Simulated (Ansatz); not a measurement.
## CsCl: pressure series

Start from CsCl in the CsCl type structure (space group Pm-3m, No. 221).

```
CELL_PARAMETERS angstrom
      4.20527     0.00000     0.00000
      0.00000     4.20527     0.00000
      0.00000     0.00000     4.20527
ATOMIC_POSITIONS crystal
  Cs 0.00000 0.00000 0.00000
  Cl 0.50000 0.50000 0.50000
```

Cell and atoms are relaxed at each pressure.

Level of theory: PBE (Ansatz, a quantum-chemistry and plane-wave program; PAW; 420 eV plane waves; no spin-orbit coupling).

Notes on the quantities. enthalpy: H = E + PV relative to the base's energy.

```
variant                enthalpy  lattice parameter a  band gap              electron mass  gap character
----------------  -------------  -------------------  --------  -------------------------  -------------
base                          –           7.947 bohr   5.01 eV             0.36 mₑ (at Γ)    direct at Γ
pressure −2 GPa   -0.52 eV/atom                    …         …                          …              …
pressure −1 GPa   -0.24 eV/atom           8.177 bohr   4.67 eV             0.38 mₑ (at Γ)    direct at Γ
pressure 0.3 GPa  +0.07 eV/atom           7.895 bohr   5.09 eV             0.35 mₑ (at Γ)    direct at Γ
pressure 0.7 GPa  +0.16 eV/atom           7.832 bohr   5.20 eV             0.35 mₑ (at Γ)    direct at Γ
pressure 1.5 GPa  +0.33 eV/atom           7.728 bohr   5.38 eV  0.34, 0.36, 1.3 mₑ (at Γ)    direct at Γ
pressure 3 GPa    +0.64 eV/atom           7.575 bohr   5.30 eV        0.34, 1.3 mₑ (at Γ)    direct at Γ
pressure 5 GPa    +1.03 eV/atom           7.421 bohr   5.20 eV        0.32, 1.3 mₑ (at Γ)    direct at Γ
pressure 7.5 GPa  +1.49 eV/atom           7.276 bohr   5.07 eV        0.31, 1.2 mₑ (at Γ)    direct at Γ
pressure 10 GPa   +1.93 eV/atom           7.160 bohr   4.94 eV        0.30, 1.2 mₑ (at Γ)    direct at Γ
```

Question: What belongs in the blanks?

Answer: 
- pressure −2 GPa, lattice parameter a: 8.711 bohr
- pressure −2 GPa, band gap: 4.00 eV
- pressure −2 GPa, electron mass: 0.42 mₑ (at Γ)
- pressure −2 GPa, gap character: indirect, M → Γ

Load acts through the strain it causes; cell and atoms are relaxed under it. Masses are band curvatures over ±0.01 Å⁻¹ around the edge. Whether these cells are dynamically stable was not tested. No other phases were tried under pressure.
